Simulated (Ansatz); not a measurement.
CaSe:

```
CELL_PARAMETERS angstrom
0.00000 3.30000 3.30000
3.30000 0.00000 3.30000
3.30000 3.30000 0.00000
ATOMIC_POSITIONS crystal
Se 0.25000 0.25000 0.25000
Ca 0.00000 0.00000 0.00000
```

The cell comes from a database or a generator and needn't be the stable form of this composition.

Base run:

| Item | Value |
| --- | --- |
| Program | Ansatz 0.2.0 |
| Functional | RPBE |
| Potentials or basis | Ansatz PAW |
| Cutoff | 420 eV (not typed: the program's choice for these potentials) |
| k mesh | 7 × 7 × 7 |
| Occupations | gaussian, width 0.05 eV |
| Spin | no spin polarisation |

Its results: band gap on the k mesh 3.40 eV, indirect (least direct gap 3.49 eV); pressure 1.1 GPa.

Task: The run is repeated on the same cell with these changes: functional from RPBE to PBE. What comes out?

Result: Band gap on the k mesh 3.15 eV, indirect (least direct gap 3.24 eV); pressure -0.2 GPa.

PBE binds more tightly than RPBE, so the same cell stands under less pressure.

Caveats: odd divisions of the mesh miss points on the zone boundary, where band edges often lie, so the gap on the mesh can be too wide; the PAW data sets come from PBE, with cores solved anew for the run's functional, which leaves a small shift of forces and pressure (some runs).

A k mesh can miss the band edges.
